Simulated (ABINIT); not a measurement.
# AlAs (F-43m): G0W0 with and without spin-orbit coupling, part 2 of 2

Aim: spinor G0W0 for AlAs (F-43m) beside the scalar-relativistic result.

ABINIT 10.8.3; PBE and many-body steps on it, plane waves. Known limits of the many-body steps: not at the basis limit; exchange with frozen shells missing; screening head approximate; no spin-orbit coupling in some runs; coarse k mesh.

So far. Step 4 (Scalar-relativistic): The gap on the mesh goes from 1.44 eV to 2.28 eV, a correction of +0.85 eV. Step 5 (Empty states on the mesh, 4×4×4 mesh, 68 bands): On this mesh the gap is 1.337 eV.

**7. With spin-orbit coupling**

This step: G0W0 on PBE with spin-orbit coupling, plane waves, norm-conserving pseudopotentials.

Input file run.abi:

```
acell 3*1.0 Angstrom
rprim 
  0.000000000000 2.830400000000 2.830400000000
  2.830400000000 0.000000000000 2.830400000000
  2.830400000000 2.830400000000 -0.000000000000
ntypat 2
znucl 13 33
natom 2
typat 1 2
xred 
  0.000000000000 0.000000000000 0.000000000000
  0.250000000000 0.250000000000 0.250000000000
pp_dirpath "pseudos"
pseudos "Al.upf, As.upf"
ecut 38
nspinor 2
ngkpt 4 4 4
nshiftk 1
shiftk 0 0 0
kptopt 1
chksymbreak 0
istwfk *1
occopt 1
irdwfk 1
optdriver 4
nband 62
gwcalctyp 0
ecutsigx 38
symsigma 0
nkptgw 2
kptgw 
  0.0000000000 0.0000000000 0.0000000000
  0.5000000000 0.5000000000 0.0000000000
bdgw 
  15 22
  15 22
ecuteps 3.6
irdscr 1
ppmodel 1
indata_prefix "in"
outdata_prefix "out"
tmpdata_prefix "tmp"
```

The run is started by

```
> OMP_NUM_THREADS=1 mpirun -n 4 abinit run.abi > log
```

Numbers of over 12 decimals in the logs are rounded to 6 here.

The log of the run:

```text
.Version 10.8.3 of ABINIT. v10.8.2 released Aug 2026.

 Symmetries : space group F-4 3 m (#216); Bravais cF (face-center cubic)
[... echo of the input left out ...]
== DATASET  1 ==================================================================
-   mpi_nproc: 4, omp_nthreads: 1 (-1 if OMP is not activated)

--- !DatasetInfo
iteration_state: {dtset: 1, }
dimensions: {natom: 2, nkpt: 8, mband: 62, nsppol: 1, nspinor: 2, nspden: 1, mpw: 3479, }
cutoff_energies: {ecut:  38.0, pawecutdg:  -1.0, }
electrons: {nelect:   1.80000000E+01, charge:   0.00000000E+00, occopt:   1.00000000E+00, tsmear:   1.00000000E-02, }

 SIGMA: Calculation of the GW corrections

 Based on a program developped by R.W. Godby, V. Olevano, G. Onida, and L. Reining.
 Incorporated in ABINIT by V. Olevano, G.-M. Rignanese, and M. Torrent.
.Using double precision arithmetic ; gwpc =  8

[... cell and pseudopotentials left out ...]
--------------------------------------------------------------------------------

 ==== K-mesh for the wavefunctions ====
 Number of points in the irreducible wedge :     8
[... list of points left out ...]
 Together with 24 symmetry operations and time-reversal symmetry
 yields    64 points in the full Brillouin Zone.

 ==== Q-mesh for screening function ====
 Number of points in the irreducible wedge :     8
[... list of points left out ...]
 Together with 24 symmetry operations and time-reversal symmetry
 yields    64 points in the full Brillouin Zone.

 vcoul_init : cutoff-mode = AUXILIARY_FUNCTION
 q-points for optical limit:   1
     1)      0.000010    0.000020    0.000030
 setmesh: FFT mesh size selected  =    45x   45x   45
          total number of points  =        91125

 Number of electrons calculated from density =   18.0000; Expected =   18.0000
[...]
number of omega for Sigma on real axis              0
 max omega for Sigma on real axis  [eV]           0.00
 zcut for avoiding poles [eV]                     0.10

 EPSILON^-1 parameters (SCR file):
 dimension of the eps^-1 matrix on file            113
 dimension of the eps^-1 matrix used               113
 number of plane-waves for wavefunctions          3479
 number of bands                                    62
 number of q-points in IBZ                           8
 number of frequencies                               2
 number of real frequencies                          1
 number of imag frequencies                          1

 matrix elements of self-energy operator (all in [eV])

 Perturbative Calculation

--- !SelfEnergy_ee
iteration_state: {dtset: 1, }
kpoint     : [   0.000,    0.000,    0.000, ]
spin       : 1
KS_gap     :    1.948
QP_gap     :    2.960
Delta_QP_KS:    1.011
data: !SigmaeeData |
     Band     E0 <VxcDFT>   SigX SigC(E0)      Z dSigC/dE  Sig(E)    E-E0       E
       15   3.672 -12.452 -15.208   2.064   0.788  -0.269 -12.997  -0.545   3.127
       16   3.672 -12.452 -15.210   2.065   0.788  -0.269 -12.998  -0.545   3.127
       17   3.672 -12.452 -15.206   2.063   0.788  -0.269 -12.996  -0.544   3.128
[...]
--- !SelfEnergy_ee
iteration_state: {dtset: 1, }
kpoint     : [   0.500,    0.500,    0.000, ]
spin       : 1
KS_gap     :    3.547
QP_gap     :    4.514
Delta_QP_KS:    0.967
data: !SigmaeeData |
     Band     E0 <VxcDFT>   SigX SigC(E0)      Z dSigC/dE  Sig(E)    E-E0       E
[...]
21   5.874  -8.965  -5.076  -3.295   0.801  -0.249  -8.489   0.475   6.350
       22   5.874  -8.965  -5.076  -3.295   0.801  -0.249  -8.489   0.475   6.350

== END DATASET(S) ==============================================================
================================================================================

 -outvars: echo values of variables after computation  --------
           etotal      0.0000000000E+00
            nband          62
             nkpt           8
          spgroup         216
 [... the other variables as echoed above ...]

 Calculation completed.
```

Run time: 45 s. Hardware: 4 MPI ranks of Arm Neoverse V2, shared host; peak memory 1.2 GiB; 3 min of CPU time.

Numbers from this step:

| Property | Result |
| --- | --- |
| G0W0 gap on the points computed | 2.187 eV |
| starting gap on the mesh | 1.337 eV |
| k of the valence top | 0, 0, 0 |
| k of the conduction bottom | 0.5, 0.5, 0 |
| Z at the valence top | 0.788 |
| Z at the conduction bottom | 0.803 |
| least direct G0W0 gap on the computed points | 2.959 eV |

Against G0W0 in ABINIT (4×4×4 mesh, 31 bands, screening to 98 eV, Godby-Needs plasmon pole), the gap moves by −0.097 eV.

**8. The runs together**

Times are wall times on 4 MPI ranks of Arm Neoverse V2, shared host, good to a factor of about two. A run's time includes the screening step that it read.

| run | mesh | bands | screening cutoff (eV) | DFT gap (eV) | gap on the mesh (eV) | direct (eV) | ε∞ used | time |
| --- | --- | --- | --- | --- | --- | --- | --- | --- |
| scalar-relativistic | 4×4×4 | 31 | 98 | 1.436 | 2.284 | 3.053 | 13.85 | 7.7 s |
| with spin-orbit coupling | 4×4×4 | 62 | 98 | 1.337 | 2.187 | 2.959 | 13.86 | 74 s |

**9. Results**

```
scalar-relativistic      : 2.284 eV
with spin-orbit coupling : 2.187 eV
known limits             : not at the basis limit; exchange with frozen shells missing; screening head approximate; no spin-orbit coupling in some runs; coarse k mesh
```

**Reading.** With spin-orbit coupling: −0.097 eV against scalar-relativistic, −0.099 eV of it in the start. Against experiment, by with spin-orbit coupling: the direct gap of 2.96 eV lies −0.06 eV from the measured 3.018 eV (direct, 300 K, quoted 2023). An exciton line or allowed optical edge lies below the quasiparticle gap by the binding energy; a forbidden edge can push the onset above it. These are gaps on the mesh, at modest bands and cutoff. The calculation has static nuclei and no excitons; a measured gap holds zero-point and thermal motion, which mostly lowers it. Bands and cutoff are finite, so the gap is not at the basis limit. The miss can reach some tenths of an eV and take either sign; the mesh is an error of its own. In the G0W0 runs levels were corrected at 2 k points alone, so a gap called «on the mesh» is the least over those, and an edge elsewhere would be missed. The 4×4×4 mesh is coarse for this cell, which bears on the long-range parts of exchange and screening. The norm-conserving file of at least one element keeps a d shell over frozen s and p shells of the same row. Exchange with those shells is missing from the self-energy, an error of 0.3 to 0.9 eV in cases checked, whose sign depends on which edge lies on those atoms. The long-wavelength limit of the screening leaves out the non-local commutator, which shifts ε∞.

[Paths, hosts, dates, memory and timing lines, banners, echoed tables and standing remarks are left out of the program output.]

[Logs are printed without paths, hosts, clocks, repeated set-up lines and the standing remarks that a program may print on its own settings, such as how far it seeks lower states.]

[Runs of the session that timed out or met a known fault of the program may be left out.]

[Hosts, paths, dates, database ids (printed as entryN), source tags and the programs' standing remarks are cut or masked in the printed files.]

[G0W0 gaps are taken among the corrected bands and points alone; a level outside them can change the order at an edge.]

[Where Ansatz stands beside ABINIT at settings called matched, ABINIT's density can come from a denser mesh and the files from another edition; pairs whose starting gaps differed by over 0.03 eV were left out, so agreement reads better than it is.]
